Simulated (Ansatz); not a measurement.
TiO2:

```xyz
9
Lattice="2.9683 0.0000 0.0000 0.0002 4.7076 0.0000 1.4836 0.2424 7.0835" Properties=species:S:1:pos:R:3 pbc="T T T"
Ti    0.0111    0.0020    0.0050
Ti    1.4933    2.3377    2.2452
Ti    2.9797    2.6161    4.8486
O     1.4969    0.9041    0.9105
O     2.9795    1.5111    3.2009
O     1.4967    1.6498    5.7110
O     2.9804    3.3042    1.3825
O     1.4963    3.4427    3.8925
O     2.9811    4.0496    6.1826
```

The cell comes from a database or a generator and needn't be the stable form of this composition.

Base run:

```yaml
Program: Ansatz 0.2.0
Functional: PBEsol
Potentials_or_basis: Ansatz PAW
Cutoff: "420 eV (not typed: the program's choice for these potentials)"
k_mesh: 9 × 6 × 4
Occupations: fermi-dirac, width 0.05 eV
Spin: no spin polarisation
```

Its results: band gap on the k mesh 2.24 eV, indirect (least direct gap 2.30 eV); pressure -2.8 GPa; largest force 0.187 eV/Å.

Task: The run is repeated on the same cell with these changes: functional from PBEsol to PBE; k mesh from 9 × 6 × 4 to 3 × 2 × 2. What comes out?

Result: Band gap on the k mesh 2.30 eV, direct; pressure 3.7 GPa; largest force 0.086 eV/Å.

Several settings changed at once, so the effect can't be laid on one alone.

Caveats: some runs use coarse meshes; the PAW data sets come from PBE, with cores solved anew for the run's functional, which leaves a small shift of forces and pressure (some runs); odd divisions of the mesh miss points on the zone boundary, where band edges often lie, so the gap on the mesh can be too wide (some runs).
